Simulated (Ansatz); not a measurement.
**C (Fd-3m), ideal shear of a crystal plane**

The calculation used Ansatz 0.2.0, DFT PBE, scalar-relativistic, plane waves, PAW. Cutoff 420 eV, Γ-centred 10×10×2 k-points, Gaussian smearing of 0.05 eV. No spin polarisation. Energies are free energies at this smearing, counted from the undisturbed cell; pressure is positive in compression.

The starting cell (relaxed at this level):

```
CELL_PARAMETERS angstrom
1.78574 -1.78574 0.00000
1.78574 0.00000 -1.78574
7.14295 7.14295 7.14295
ATOMIC_POSITIONS crystal
C 0.66667 0.66667 0.27087
C 0.00000 0.00000 0.10420
C 0.33333 0.33333 0.43753
C 0.66667 0.66667 0.77087
C 0.00000 0.00000 0.60420
C 0.33333 0.33333 0.93753
C 0.66667 0.66667 0.39587
C 0.00000 0.00000 0.22920
C 0.33333 0.33333 0.56253
C 0.66667 0.66667 0.89587
C 0.00000 0.00000 0.72920
C 0.33333 0.33333 0.06253
```

The cut lies on the cell's a–b face, a (1 1 1) plane (indices in the standard cell, whose axes needn't be the Cartesian ones shown) of area 5.52 Å², between layers 1.55 Å apart. Vector c is tilted by f times 1·a + 0·b (length 2.525 Å) with the atoms' Cartesian places fixed: one unrelaxed fault a cell. The traction is dγ/du, the slope of γ against the slip u in Å. Some rows repeat others by symmetry and weren't run.

```
     f  γ (mJ/m²) traction (GPa)
0.0000          0             0.0
0.1000        755            59.6
0.2000       2965           113.6
0.3000       6339           148.7
0.4000      10005           122.2
0.5000      11600             0.0
0.6000      10005          -122.2
0.7000       6339          -148.7
0.8000       2965          -113.6
0.9000        755           -59.6
```

Question: Read off the first barrier and the stress needed to climb it, and compare with Frenkel's sinusoid.

Answer: The first sampled maximum lies at f = 0.500, a slip of 1.26 Å, with γ ≈ 11600 mJ/m², which stands in for the unstable fault energy γ_us, and the steepest sampled slope before it is 148.7 GPa. A sinusoid γ = γ_us sin²(πu/λ) with its maximum there has λ = 2.53 Å and a largest slope πγ_us/λ = 144.3 GPa (1 mJ/m² per Å = 0.01 GPa). The stand-in is too high: the stress and forces give a traction of 48.3 GPa across the line at this point, so it is no saddle, and slip that bends off the line crosses lower.

Question: Is there a metastable fault on this line?

Answer: Apart from points where γ returns to about zero, no local minimum shows among the samples, so at this sampling the line offers no fault for a dislocation to split on; a fault can still lie off the line.

The cut is rigid; relaxing the faces lowers these energies and usually the stresses.

The gap closes along the scan, which can put kinks into the curve.

Cost: 6 runs of about 0.63 core-minutes in all, on Intel Xeon 6975P-C (Granite Rapids) (shared hosts).